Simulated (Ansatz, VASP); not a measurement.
# Cross-check of GaSb between VASP and Ansatz, part 2 of 2

Aim: how closely do two programs agree when they are given the same cell, functional and k mesh? The structure shown is the end of the Ansatz relaxation below.

VASP 6.6.1 and Ansatz 0.2.0.

So far. Step 3 (VASP: single point, LDA, pair 1): The run ends at a pressure of 0.59 GPa.

## 6. VASP: single point, LDA, pair 2 (continued)

Level of this step: LDA; plane waves and PAW (Ga_d, Sb) (VASP).

Numbers of over 12 decimals in the logs are rounded to 6 here.

Parts of OUTCAR (step 6):

```text
  Total        0.0676496      0.0676496      0.6631319      0.0000000     -0.0000000      0.0000000
  in kB        1.9797500      1.9797500     19.4063908      0.0000000     -0.0000000      0.0000000
  external PRESSURE =       7.7886303 kB  Pullay stress =       0.0000000 kB

 POSITION                                       TOTAL-FORCE (eV/Angst)
 -----------------------------------------------------------------------------------
      0.00000      0.00000      0.00000        -0.000000     -0.000000      0.000000
      4.58201      4.58201      4.40045         0.000000      0.000000     -0.000000
 -----------------------------------------------------------------------------------
    total drift:                               -0.000001     -0.000001     -0.000000

  FREE ENERGIE OF THE ION-ELECTRON SYSTEM (eV)
  ---------------------------------------------------
  free  energy   TOTEN  =        -8.6634991587 eV

  energy  without entropy=       -8.6640040399  energy(sigma->0) =       -8.66366745

[... 1 part as in an earlier step ...]

[... 2 further parts left out ...]
[key lines of the parts left out:]
E-fermi :   5.2847
```

The run ends at a pressure of 0.78 GPa.

## 7. Comparison

What differs besides the data sets and the points named for the pairs above, as far as they apply: the data sets hold 28 valence electrons in Ansatz (on its PAW soft_1 files) and 18 in VASP. Total energies have different zeros and are not compared.

The two programs side by side:

```csv
quantity,Ansatz,VASP,difference
pressure (GPa),0.58,0.78,-0.20
```

## 8. Ansatz: relaxation, LDA

This run makes the geometry at which the two programs are then compared. The cell compared in this pair holds 54.57 Å³, against 54.75 Å³ for the pair before.

The structure compared here is the end of the Ansatz relaxation.

input.yaml reads:

```yaml
crystal:
  lattice:
    - [0.0, 3.0546736833, 2.9033914908]
    - [3.0546736833, 0.0, 2.9033914908]
    - [3.0546736833, 3.0546736833, 0.0]
  atoms:
    - { symbol: Ga, position: [0.0, 0.0, 0.0] }
    - { symbol: Sb, position: [0.75, 0.75, 0.75] }
  conventional_axes: [[-1, 1, 1], [1, -1, 1], [1, 1, -1]]
kpoints:
  mp_grid: { grid: [12, 12, 12] }
hamiltonian:
  xc: lda
  pseudopotentials: { kind: paw, azcp: { folder: soft_1 }, xc_functional: pbe }
scf:
  occupations: { method: methfessel_paxton, width: 0.2 }
output:
  forces: true
  stress: true
  eigenvalues: true
relax:
  adjacent_minimum: "off"
  f_tol: 0.001
  max_steps: 60
  cell: { stress_tol: 0.01, fix: [c, angles] }
```

Run with:

```
ansatz run input.yaml --threads 4 --pin off --max-ram 10240MiB --backend cpu --events-out ev --progress --plain --runs-dir out
```

Log:

```text
[...]
Crystal: 2 atoms, lattice volume = 54.183 Å³
Basis set: ecut = 420 eV, 1033 PW (Γ)
Bands: 18, of which v1, the nominal top of the filled ones, is band 14 counted from 1 (13 counted from 0)
Symmetry: 8 space group operations
[...]
k-points: 163 of 1728 (time reversal used)
[...]
k-point 162: bands = [... 10 lower, -0.9748, 1.2606, 5.1857, 5.1857, 8.6571, 9.0071, 17.1161, 17.1161]
--- Relaxed structure (3 steps of the walk, 3 accepted, 1 SCFs on fresh bases) ---
[...]
cell:  # Å, volume = 54.5689 Å³
    - [0, 3.065525, 2.9033914908]
    - [3.065525, 0, 2.9033914908]
    - [3.065525, 3.065525, 0]
  atoms:
    - { symbol: Ga, position: [0, 0, 0] }
    - { symbol: Sb, position: [0.750000, 0.750000, 0.750000] }
[key lines of the parts left out:]
SCF converged after 7 iterations
Free energy (F): -10043.105367 eV
Fermi energy:    8.300291 eV
P = ⅓ Tr σ = 0.7604 GPa (7.604 kbar)
```

## 9. VASP: single point, LDA, pair 3

The same cell, functional (in two slightly different forms), mesh and smearing now go to VASP, with its own data sets.

INCAR reads:

```
SYSTEM = GaSb
PREC = Accurate
ENCUT = 500
EDIFF = 1E-06
NELM = 120
ISMEAR = 1
SIGMA = 0.2
LREAL = .FALSE.
ALGO = Normal
GGA = CA
NBANDS = 15
LORBIT = 11
LWAVE = .FALSE.
LCHARG = .FALSE.
ISIF = 2
LASPH = .TRUE.
GGA_COMPAT = .FALSE.
KPAR = 2
```

POSCAR reads:

```
GaSb
1.0
    0.0000000000      3.0655249002      2.9033914908
    3.0655249002      0.0000000000      2.9033914908
    3.0655249002      3.0655249002      0.0000000000
Ga Sb
1 1
Direct
    0.0000000000      0.0000000000      0.0000000000
    0.7500000000      0.7500000000      0.7500000000
```

KPOINTS reads:

```
Automatic mesh
0
Gamma
12 12 12
0 0 0
```

PAW data sets: Ga_d and Sb (LDA family, release 64).

Run with:

```
mpirun -np 2 vasp_std
```

Log:

```text
[... set-up lines as in an earlier step ...]
 entering main loop
       N       E                     dE             d eps       ncg     rms          rms(c)
DAV:   1     0.801441511712E+02    0.80144E+02   -0.84958E+03  4946   0.146E+03
DAV:   2    -0.258549157824E+01   -0.82730E+02   -0.79790E+02  5730   0.298E+02
DAV:   3    -0.867718842789E+01   -0.60917E+01   -0.60702E+01  5856   0.674E+01
DAV:   4    -0.878587786529E+01   -0.10869E+00   -0.10867E+00  6016   0.102E+01
[...]
DAV:  10    -0.865612906258E+01    0.77142E-05   -0.17920E-05  6403   0.370E-02    0.140E-02
DAV:  11    -0.865613122293E+01   -0.21604E-05   -0.43721E-06  5667   0.195E-02    0.532E-03
DAV:  12    -0.865613118492E+01    0.38011E-07   -0.20425E-07  3663   0.354E-03
   1 F= -.86561312E+01 E0= -.86563041E+01  d E =0.518870E-03
```

Parts of OUTCAR (step 9):

```text
  Total        0.0691640      0.0691640      0.8451434      0.0000000      0.0000000      0.0000000
  in kB        2.0306979      2.0306979     24.8139372      0.0000000      0.0000000      0.0000000
  external PRESSURE =       9.6251110 kB  Pullay stress =       0.0000000 kB

 POSITION                                       TOTAL-FORCE (eV/Angst)
 -----------------------------------------------------------------------------------
      0.00000      0.00000      0.00000         0.000000      0.000000     -0.000000
      4.59829      4.59829      4.35509        -0.000000     -0.000000      0.000000
 -----------------------------------------------------------------------------------
    total drift:                               -0.000000     -0.000000     -0.000001

  FREE ENERGIE OF THE ION-ELECTRON SYSTEM (eV)
  ---------------------------------------------------
  free  energy   TOTEN  =        -8.6561311849 eV

  energy  without entropy=       -8.6566500548  energy(sigma->0) =       -8.65630414

[... 1 part as in an earlier step ...]

[... 2 further parts left out ...]
[key lines of the parts left out:]
E-fermi :   5.3686
```

The run ends at a pressure of 0.96 GPa.

## 10. Comparison

What differs besides the data sets and the points named for the pairs above, as far as they apply: the data sets hold 28 valence electrons in Ansatz (on its PAW soft_1 files) and 18 in VASP. Total energies have different zeros and are not compared.

Compared:

```csv
quantity,Ansatz,VASP,difference
pressure (GPa),0.76,0.96,-0.20
```

## 11. Results

- difference in pressure (single point, LDA, pair 1): -0.19 GPa
- difference in pressure (single point, LDA, pair 2): -0.20 GPa
- difference in pressure (single point, LDA, pair 3): -0.20 GPa

**Reading.** The difference in pressure is -0.20 GPa (single point, LDA, pair 3), within the 1 GPa picked in this series as the mark of a large difference. The data sets hold unlike numbers of valence electrons (28 in Ansatz and 18 in VASP), so part of the differences comes from the potentials. 5 further runs of this series are not shown here. Such differences can come from data sets, numerical settings and the points named under the comparisons, not from the functional's error against experiment.

[Lines on the potential files, build, host, timing and source positions are cut from VASP's logs without a mark.]

[Logs are printed without paths, hosts, clocks, repeated set-up lines and the standing remarks that a program may print on its own settings, such as how far it seeks lower states.]

[Hosts, paths, dates, database ids (printed as entryN), source tags and the programs' standing remarks are cut or masked in the printed files.]
